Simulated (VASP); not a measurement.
# N (P6_3/mmc) in VASP: equation of state

Aim: energy against volume of N in PBE, for its equilibrium volume and stiffness.

Everything below comes from runs of VASP 6.6.1. Logs are shortened: lines on timing, memory, paths and dates and some standing lists are left out, and cuts for length are marked.

### Step 1. The structure

Symmetry: P6_3/mmc, No. 194, hexagonal system. Conventional cell: a = 2.519 Å, b = 2.519 Å, c = 2.446 Å, α = 90.00°, β = 90.00°, γ = 120.00°. N (site symmetry -6m2) is surrounded by 6 N at 1.90 Å.

The real solid is made of molecules; this cell is a model form.

### Step 2. Equation of state, PBE, 6.32 Å³/atom (volume scaled by 0.94)

INCAR

```
  ALGO = Normal
  EDIFF = 1E-7
  ENCUT = 520
  GGA = PE
  ISIF = 2
  ISMEAR = -1
  LASPH = T
  LCHARG = F
  LREAL = F
  LWAVE = F
  NBANDS = 12
  NELM = 60
  PREC = Accurate
  SIGMA = 0.05
```

KPOINTS

```
k-points
0
Gamma
  12 12 11
```

POSCAR

```
N
1.0
    2.4680415246      0.0000000000      0.0000000000
   -1.2340207623      2.1373866579      0.0000000000
    0.0000000000      0.0000000000      2.3960695811
N
2
Direct
    0.3333333333      0.6666666667      0.7500000000
    0.6666666667      0.3333333333      0.2500000000
```

Potentials or basis: VASP PAW PBE potentials, release 64 (N).

Launch:

```bash
cat potpaw_PBE.64/N/POTCAR > POTCAR
mpirun -np 1 vasp_std > vasp.out
```

OUTCAR:

```text
EDIFF = 1E-7
   ENCUT = 520
   GGA = PE
   ISIF = 2
   ISMEAR = -1
   LASPH = T
   LREAL = F
   NELM = 60
   PREC = Accurate

 ion  position               nearest neighbor table
   1  0.333  0.667  0.750-
   2  0.667  0.333  0.250-

  LATTYP: Found a hexagonal cell.
 ALAT       =     2.4680415246
 C/A-ratio  =     0.9708384390

  Lattice vectors:

 A1 = (   2.4680415246,   0.0000000000,   0.0000000000)
 A2 = (  -1.2340207623,   2.1373866579,   0.0000000000)
 A3 = (   0.0000000000,   0.0000000000,   2.3960695811)

Analysis of symmetry for initial positions (statically):
=====================================================================
 Subroutine PRICEL returns:
 Original cell was already a primitive cell.

 Routine SETGRP: Setting up the symmetry group for a
 hexagonal supercell.

 Subroutine GETGRP returns: Found 24 space group operations
 (whereof 12 operations were pure point group operations)
 out of a pool of 24 trial point group operations.

The static configuration has the point symmetry D_3d.
 The point group associated with its full space group is D_6h.

Analysis of symmetry for dynamics (positions and initial velocities):
=====================================================================
 Subroutine PRICEL returns:
 Original cell was already a primitive cell.

 Routine SETGRP: Setting up the symmetry group for a
 hexagonal supercell.

 Subroutine GETGRP returns: Found 24 space group operations
 (whereof 12 operations were pure point group operations)
 out of a pool of 24 trial point group operations.

The dynamic configuration has the point symmetry D_3d.
 The point group associated with its full space group is D_6h.

 Subroutine INISYM returns: Found 24 space group operations
 (whereof 12 operations are pure point group operations),
 and found     1 'primitive' translations

----------------------------------------------------------------------------------------

                                     Primitive cell

  volume of cell :      12.6396

  direct lattice vectors                    reciprocal lattice vectors
     2.468041525  0.000000000  0.000000000     0.405179569  0.233930533  0.000000000
    -1.234020762  2.137386658  0.000000000     0.000000000  0.467861066  0.000000000
     0.000000000  0.000000000  2.396069581     0.000000000  0.000000000  0.417350150

  length of vectors
     2.468041525  2.468041525  2.396069581     0.467861066  0.467861066  0.417350150
[... 111 lines left out ...]
   IBRION =     -1    ionic relax: 0-MD 1-quasi-New 2-CG
   NFREE  =      0    steps in history (QN), initial steepest desc. (CG)
   ISIF   =      2    stress and relaxation
   ISYM   =      2    0-nonsym 1-usesym 2-fastsym
   POTIM  = 0.5000    time-step for ionic-motion
   TEBEG  =    0.0;   TEEND  =   0.0 temperature during run
   PSTRESS=    0.0 pullay stress
   NELECT =      10.0000    total number of electrons
   NUPDOWN=      -1.0000    fix difference up-down
   EMIN   =  10.00;   EMAX   =-10.00  energy-range for DOS
   EFERMI =   0.00;   METHOD = LEGACY
   ISMEAR =    -1;   SIGMA  =   0.05  broadening in eV -4-tet -1-fermi 0-gaus
   EFERMI_NEDOS =   21; number of points for ismear=-14 and -15
   IALGO  =     38    algorithm
   IMIX   =      4    mixing-type and parameters
     AMIX     =   0.40;   BMIX     =  1.00
     AMIX_MAG =   1.60;   BMIX_MAG =  1.00
  volume/ion in A,a.u.               =       6.32        42.65
  Fermi-wavevector in a.u.,A,eV,Ry     =   1.514130  2.861291 31.192577  2.292590
  Thomas-Fermi vector in A             =   2.623829
   LORBIT       =      0    0 simple, 1 ext, 2 COOP (PROOUT), +10 PAW based schemes
   GGA     = PE    functional components
[... 5 lines left out ...]
 non-spin polarized calculation
  energy-cutoff  :      520.00
  volume of cell :       12.64
 maximum number of plane-waves:       357
   NGX =  9   NGY =  9   NGZ =  9

 number of electron      10.0000000 magnetization

 number of electron       9.9999999 magnetization

 Free energy of the ion-electron system (eV)
  ---------------------------------------------------
  ext. energy  EPLUGINS =         0.00000000
  ---------------------------------------------------
  free energy    TOTEN  =        -9.31160702 eV

  energy without entropy =       -9.30407963  energy(sigma->0) =       -9.30784332

 E-fermi :   8.0425     XC(G=0): -13.3834

 val. band max:        8.0362629921   @ k =   0.4167   0.1667   0.0000
 cond. band min:       8.0533596581   @ k =   0.3333   0.3333   0.0000
 fundamental gap:      0.0170966660
 Fermi energy:         8.0424764449

 k-point     1 :       0.0000    0.0000    0.0000
  band No.  band energies     occupation
      1     -14.9883      2.00000
      2       2.7694      2.00000
      3       2.8340      2.00000
      4       5.4359      2.00000
      5       5.4359      2.00000
      6      10.9375      0.00000
      7      10.9375      0.00000
      8      14.5701      0.00000
      9      22.6105      0.00000
     10      26.6959      0.00000
     11      34.0086      0.00000
     12      34.0086      0.00000
[... 571 lines left out ...]
 k-point    40 :       0.0833    0.0000    0.1818
  band No.  band energies     occupation
      1     -14.1118      2.00000
      2      -1.8658      2.00000
      3       4.3792      2.00000
      4       5.6628      2.00000
      5       7.4907      1.99997
      6      10.5010      0.00000
      7      10.8994      0.00000
      8      13.6906      0.00000
      9      25.5557      0.00000
     10      26.8316      0.00000
     11      32.5227      0.00000
     12      33.2182      0.00000

 [... further k-points ...]

------------------------ aborting loop because EDIFF is reached ----------------------------------------

  FORCE on cell =-STRESS in cart. coord.  units (eV):
  Direction    XX          YY          ZZ          XY          YZ          ZX
  --------------------------------------------------------------------------------------
  -------------------------------------------------------------------------------------
  Total        2.2298100      2.2298100      1.5832934     -0.0000000     -0.0000000      0.0000000
  in kB      282.6463949    282.6463949    200.6952121     -0.0000000     -0.0000000      0.0000000
  external PRESSURE =     255.3293340 kB  Pullay stress =       0.0000000 kB

 VOLUME and BASIS-vectors are now :
 -----------------------------------------------------------------------------
  energy-cutoff  :      520.00
  volume of cell :       12.64
      direct lattice vectors                 reciprocal lattice vectors
     2.468041525  0.000000000  0.000000000     0.405179569  0.233930533  0.000000000
    -1.234020762  2.137386658  0.000000000     0.000000000  0.467861066  0.000000000
     0.000000000  0.000000000  2.396069581     0.000000000  0.000000000  0.417350150

 POSITION                                       TOTAL-FORCE (eV/Angst)
 -----------------------------------------------------------------------------------
     -0.00000      1.42492      1.79705        -0.000000     -0.000000      0.000000
      1.23402      0.71246      0.59902         0.000000      0.000000      0.000000
 -----------------------------------------------------------------------------------
    total drift:                               -0.000000      0.000000      0.000000

  FREE ENERGIE OF THE ION-ELECTRON SYSTEM (eV)
  ---------------------------------------------------
  free  energy   TOTEN  =        -9.3116070230 eV

  energy  without entropy=       -9.3040796267  energy(sigma->0) =       -9.30784332
```

OSZICAR:

```text
N       E                     dE             d eps       ncg     rms          rms(c)
DAV:   1     0.241573598686E+02    0.24157E+02   -0.60785E+03  2864   0.823E+02
DAV:   2    -0.858535113983E+01   -0.32743E+02   -0.31293E+02  3396   0.179E+02
DAV:   3    -0.930345968642E+01   -0.71811E+00   -0.70827E+00  3324   0.230E+01
DAV:   4    -0.930461968903E+01   -0.11600E-02   -0.11600E-02  3028   0.102E+00
DAV:   5    -0.930462082678E+01   -0.11378E-05   -0.11379E-05  3336   0.311E-02    0.246E+00
DAV:   6    -0.930654143115E+01   -0.19206E-02   -0.52646E-03  3068   0.641E-01    0.150E+00
DAV:   7    -0.931152148614E+01   -0.49801E-02   -0.94271E-03  3140   0.868E-01    0.110E-01
DAV:   8    -0.931160090114E+01   -0.79415E-04   -0.18858E-04  3064   0.126E-01    0.266E-02
DAV:   9    -0.931160664184E+01   -0.57407E-05   -0.11685E-05  3236   0.317E-02    0.815E-03
DAV:  10    -0.931160697095E+01   -0.32911E-06   -0.25194E-06  3112   0.142E-02    0.144E-03
DAV:  11    -0.931160702302E+01   -0.52071E-07   -0.30147E-08  2076   0.170E-03
   1 F= -.93116070E+01 E0= -.93078433E+01  d E =-.752740E-02
```

stdout:

```text
POSCAR found type information on POSCAR N
 POSCAR found :  1 types and       2 ions
 scaLAPACK will be used
 LDA part: xc-table for (Slater+PW92), standard interpolation
 POSCAR, INCAR and KPOINTS ok, starting setup
 FFT: planning ... GRIDC
 FFT: planning ... GRID_SOFT
 FFT: planning ... GRID
 WAVECAR not read
 entering main loop
```

It took 16 s on 1 thread of Intel Xeon Platinum 8488C (Sapphire Rapids), shared host; peak memory 0.12 GiB.

Results:

- Free energy: -9.3116 eV
- Pressure: 25.5 GPa
- Band gap on the k mesh: none (metal or under the smearing width)

### Step 3. Equation of state, PBE, 6.45 Å³/atom (volume scaled by 0.96)

INCAR

```
  PREC = Accurate
  ENCUT = 520
  EDIFF = 1E-7
  ISMEAR = -1
  SIGMA = 0.05
  LREAL = False
  LASPH = True
  NELM = 100
  ALGO = Normal
  ISIF = 2
  LWAVE = False
  LCHARG = False
  GGA = PE
  NBANDS = 12
```

KPOINTS

```
regular mesh
0
Gamma
  12 12 11
```

POSCAR

```
N
1.0
    2.4854226714      0.0000000000      0.0000000000
   -1.2427113357      2.1524391725      0.0000000000
    0.0000000000      0.0000000000      2.4129438665
N
2
Direct
    0.3333333333      0.6666666667      0.7500000000
    0.6666666667      0.3333333333      0.2500000000
```

Potentials or basis: VASP PAW PBE potentials, release 64 (N).

Launch:

```bash
cat potpaw_PBE.64/N/POTCAR > POTCAR
mpirun -np 1 vasp_std > vasp.out
```

Wall time 17 s (1 thread of Intel Xeon Platinum 8488C (Sapphire Rapids), shared host); peak memory 0.12 GiB.

The run converged. Its results:

```
Free energy            : -9.3503 eV
Pressure               : 20.0 GPa
Band gap on the k mesh : none (metal or under the smearing width)
```

### Step 4. Equation of state, PBE, 6.59 Å³/atom (volume scaled by 0.98)

INCAR

```
ALGO = Normal
EDIFF = 1E-7
ENCUT = 520
GGA = PE
ISIF = 2
ISMEAR = -1
LASPH = True
LCHARG = False
LREAL = False
LWAVE = False
NBANDS = 12
NELM = 100
PREC = Accurate
SIGMA = 0.05
```

KPOINTS

```
k-points
0
Gamma
  12 12 11
```

POSCAR

```
N
1.0
    2.5025640590      0.0000000000      0.0000000000
   -1.2512820295      2.1672840497      0.0000000000
    0.0000000000      0.0000000000      2.4295853846
N
2
Direct
    0.3333333333      0.6666666667      0.7500000000
    0.6666666667      0.3333333333      0.2500000000
```

Launch:

```bash
cat potpaw_PBE.64/N/POTCAR > POTCAR
mpirun -np 1 vasp_std > vasp.out
```

Run time: 18 s. Hardware: 1 thread of Intel Xeon Platinum 8488C (Sapphire Rapids), shared host; peak memory 0.12 GiB.

The run converged. Its results:

| Item | Value |
| --- | --- |
| Free energy | -9.3800 eV |
| Pressure | 14.9 GPa |
| Band gap on the k mesh | none (metal or under the smearing width) |

### Step 5. Equation of state, PBE, 6.86 Å³/atom (volume scaled by 1.02)

INCAR

```
SYSTEM = N
  PREC = Accurate
  ENCUT = 520
  EDIFF = 1E-7
  ISMEAR = -1
  SIGMA = 0.05
  LREAL = .False.
  LASPH = .True.
  NELM = 80
  ALGO = Normal
  ISIF = 2
  LWAVE = .False.
  LCHARG = .False.
  GGA = PE
  NBANDS = 12
```

KPOINTS

```
Automatic mesh
0
Gamma
  12 12 11
  0 0 0
```

POSCAR

```
N
1.0
    2.5361595317      0.0000000000      0.0000000000
   -1.2680797659      2.1963785825      0.0000000000
    0.0000000000      0.0000000000      2.4622011608
N
2
Direct
    0.3333333333      0.6666666667      0.7500000000
    0.6666666667      0.3333333333      0.2500000000
```

Launch:

```bash
cat potpaw_PBE.64/N/POTCAR > POTCAR
mpirun -np 1 vasp_std > vasp.out
```

Wall time 18 s (1 thread of Intel Xeon Platinum 8488C (Sapphire Rapids), shared host); peak memory 0.13 GiB.

It converged, with:

```
Free energy            : -9.4155 eV
Pressure               : 5.9 GPa
Band gap on the k mesh : none (metal or under the smearing width)
```

### Step 6. Equation of state, PBE, 6.99 Å³/atom (volume scaled by 1.04)

INCAR

```
PREC = Accurate ; ENCUT = 520
EDIFF = 1E-7 ; ISMEAR = -1
SIGMA = 0.05 ; LREAL = F
LASPH = T ; NELM = 100
ALGO = Normal ; ISIF = 2
LWAVE = F ; LCHARG = F
GGA = PE ; NBANDS = 12
```

KPOINTS

```
regular mesh
0
Gamma
  12 12 11
```

POSCAR

```
N
1.0
    2.5526285616      0.0000000000      0.0000000000
   -1.2763142808      2.2106411808      0.0000000000
    0.0000000000      0.0000000000      2.4781899281
N
2
Direct
    0.3333333333      0.6666666667      0.7500000000
    0.6666666667      0.3333333333      0.2500000000
```

Potentials or basis: VASP PAW PBE potentials, release 64 (N).

Launch:

```bash
cat potpaw_PBE.64/N/POTCAR > POTCAR
mpirun -np 1 vasp_std > vasp.out
```

It took 17 s on 1 thread of Intel Xeon Platinum 8488C (Sapphire Rapids), shared host; peak memory 0.12 GiB.

Results (log left out):

```
Free energy            : -9.4225 eV
Pressure               : 1.9 GPa
Band gap on the k mesh : none (metal or under the smearing width)
```

### Step 7. Equation of state, PBE, 7.13 Å³/atom (volume scaled by 1.06)

INCAR

```
PREC     = Accurate       # precision mode
ENCUT    = 520            # plane-wave cutoff, eV
EDIFF    = 1E-7           # SCF threshold, eV
ISMEAR   = -1             # smearing method
SIGMA    = 0.05           # smearing width, eV
LREAL    = False          # projectors in reciprocal space
LASPH    = True           # aspherical terms in the spheres
NELM     = 80             # most SCF steps
ALGO     = Normal         # electronic algorithm
ISIF     = 2              # what is computed and relaxed
LWAVE    = False          # write WAVECAR
LCHARG   = False          # write CHGCAR
GGA      = PE             # functional
NBANDS   = 12             # bands
```

KPOINTS is that of step 6.

POSCAR

```
N
1.0
    2.5688877806      0.0000000000      0.0000000000
   -1.2844438903      2.2247220775      0.0000000000
    0.0000000000      0.0000000000      2.4939750029
N
2
Direct
    0.3333333333      0.6666666667      0.7500000000
    0.6666666667      0.3333333333      0.2500000000
```

Launch:

```bash
cat potpaw_PBE.64/N/POTCAR > POTCAR
mpirun -np 1 vasp_std > vasp.out
```

Wall time 17 s (1 thread of Intel Xeon Platinum 8488C (Sapphire Rapids), shared host); peak memory 0.13 GiB.

It converged, with:

- Free energy: -9.4231 eV
- Pressure: -1.8 GPa
- Band gap on the k mesh: none (metal or under the smearing width)

### Step 8. Equation of state, PBE

No new run: the results of the series are fitted here.

What came out:

| Quantity | Value |
| --- | --- |
| Equilibrium volume | 7.07 Å³/atom |
| Bulk modulus at fixed shape and positions | 191 GPa |
| Pressure derivative of the bulk modulus | 3.3 |

Energy against volume, from the lowest point:
```csv
volume (Å³/atom),energy (meV/atom)
6.320,55.73
6.454,36.41
6.589,21.55
6.723,10.79
6.858,3.80
6.992,0.29
7.127,0.00
```

Caveat: the cell was scaled at fixed shape and fractional positions, which overstates the stiffness of a crystal with free parameters, most of all of layers and chains.
